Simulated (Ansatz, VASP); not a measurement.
## Two plane-wave programs on La

```
La
1.0
     0.00000    2.73090    2.73090
     2.73090    0.00000    2.73090
     2.73090    2.73090    0.00000
La
1
Direct
  0.00000 0.00000 0.00000
```

This isn't the form of La at room conditions, which is double hcp.

Alike in both runs: task single point; functional PBE; k mesh 8 × 8 × 8; no spin polarisation.

|  | VASP | Ansatz |
| --- | --- | --- |
| version | VASP 6.6.1 | Ansatz 0.2.0 |
| potentials or method | VASP PAW PBE potentials, release 64 (La) | plane waves, PAW |
| plane-wave cutoff (eV) | 520 | 500 |
| occupations | fermi-dirac, width 0.1 eV | fermi-dirac |
| valence electrons in the cell | 11 | 11 |

```csv
,VASP,Ansatz,Ansatz less VASP
pressure (GPa),-2.1,-2.2,-0.05
```

Ansatz warned: «stress_scf_threshold_loose».

Spin-orbit coupling is left out, which matters for the levels of La.
